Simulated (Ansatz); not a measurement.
# Ga2O3 at a changed volume: Field gradients at the nuclei

The cell is a COD entry, relaxed with PBE at fixed cell and then changed (volume scaled by 0.96, ions relaxed).

```cif
data_Ga2O3
_symmetry_space_group_name_H-M 'C2/m'
_symmetry_Int_Tables_number 12
_cell_length_a 12.0489
_cell_length_b 2.9961
_cell_length_c 5.7197
_cell_angle_alpha 90.000
_cell_angle_beta 103.830
_cell_angle_gamma 90.000
loop_
_atom_site_label
_atom_site_type_symbol
_atom_site_symmetry_multiplicity
_atom_site_Wyckoff_symbol
_atom_site_fract_x
_atom_site_fract_y
_atom_site_fract_z
Ga1 Ga 4 i 0.0924 0.0000 0.7967
Ga3 Ga 4 i 0.6599 0.0000 0.3126
O5 O 4 i 0.1737 0.0000 0.1088
O7 O 4 i 0.1709 0.0000 0.5570
O9 O 4 i 0.4970 0.0000 0.2507
```

One atom of each set is listed; the run and its k-mesh use a cell of 10 atoms with edges of 6.21, 6.21, 5.72 Å.

Computed with Ansatz: DFT, PBE, plane waves and PAW, scalar-relativistic, 420 eV cutoff, Γ-centred 10×10×6 k-points, Fermi–Dirac smearing 0.02 eV.

C_Q = eQV_zz/h, which is 24.18 MHz for Q = 1 b and V_zz = 10²¹ V/m²; η = (V_xx − V_yy)/V_zz.

Ga-69: I = 3/2, Q = 171.0 mb; 17O: I = 5/2, Q = -25.58 mb. Q values from Pyykkö, Mol. Phys. 116, 1328 (2018).

| site | atoms | first shell | V_xx, V_yy, V_zz (10²¹ V/m²) | η | C_Q (MHz) |
| --- | --- | --- | --- | --- | --- |
| Ga1 | 2 | 4 O at 1.82–1.84 Å | 0.67, 3.19, -3.86 | 0.65 | -16.0 |
| Ga3 | 2 | 6 O at 1.91–2.03 Å | -0.90, -1.53, 2.44 | 0.26 | 10.1 |
| O5 | 2 | 3 Ga at 1.82–1.93 Å; also 2 Ga at 3.12 Å | 2.12, 5.44, -7.56 | 0.44 | 4.67 |
| O7 | 2 | 4 Ga at 1.84–2.03 Å; also 1 Ga at 3.33 Å | -1.79, -2.26, 4.05 | 0.12 | -2.51 |
| O9 | 2 | 3 Ga at 1.83–1.91 Å | 4.95, 5.86, -10.81 | 0.08 | 6.69 |

At O5 and O9 V_zz stands upright on the plane through its three neighbours (within 3°) in each case. At O7 V_zz points along its shortest bond, to Ga (within 5°).

At this changed cell the PBE pressure is 17 GPa.
